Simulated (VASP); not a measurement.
Runs of VASP 6.6.1 on PtSe2 (Sudovikovite). The structure is trigonal, space group P-3m1 (No. 164). Conventional cell: a = 3.724 Å, b = 3.724 Å, c = 5.062 Å, α = 90.00°, β = 90.00°, γ = 120.00°. Pt (site symmetry -3m) is surrounded by 6 Se at 2.49 Å. Se (site symmetry 3m) is surrounded by 3 Pt at 2.49 Å. 

| task | level | U | cell | k mesh | cutoff (eV) | smearing | atoms held fixed (from 0) | other keys | gap on the mesh (eV) | pressure (GPa) | largest force (eV/Å) |
| --- | --- | --- | --- | --- | --- | --- | --- | --- | --- | --- | --- |
| electrostatic potential | optB88-vdW | - | as given | 10 × 10 × 6 | 500 | tetrahedron | - | AMIX = 0.2; k = 10 × 10 × 6 | none | 8.5 | 0.89 |
| single point | PBE | - | as given | 8 × 8 × 5 | 520 | gaussian 0.05 eV | - | - | none | 7.3 | (b) |
| atomic charges | SCAN+D3+U | Pt d U = 4 eV | as given | 8 × 8 × 5 | 500 | gaussian 0.01 eV | - | - | none | -2.1 | (a) |
| relaxation of the atoms | PBE+D4 | - | atoms relaxed from: volume scaled by 1.08 | 8 × 8 × 5 | 520 | fermi-dirac 0.05 eV | [0] | PREC = Normal; EDIFF = 1e-08 | none | -4.2 | - |

Alike in all rows: potentials or basis VASP PAW PBE potentials, release 64 (Pt, Se); no spin polarisation.

Q: Estimate the missing entries.

A: (a) 0.21; (b) 0.59.

Caveats: the PAW data sets were made with another functional, which shifts forces and pressure a little (some runs); pairwise dispersion overbinds metals, which lowers pressure and volume (some runs); tetrahedron occupations give inexact forces and stress in metals (some runs); U without spin polarisation on a metal has little footing (some runs).

A k mesh can miss the band edges, and the runs leave out spin-orbit coupling on Pt, Se.

A gap of «none» marks a metal or a gap under the smearing width.
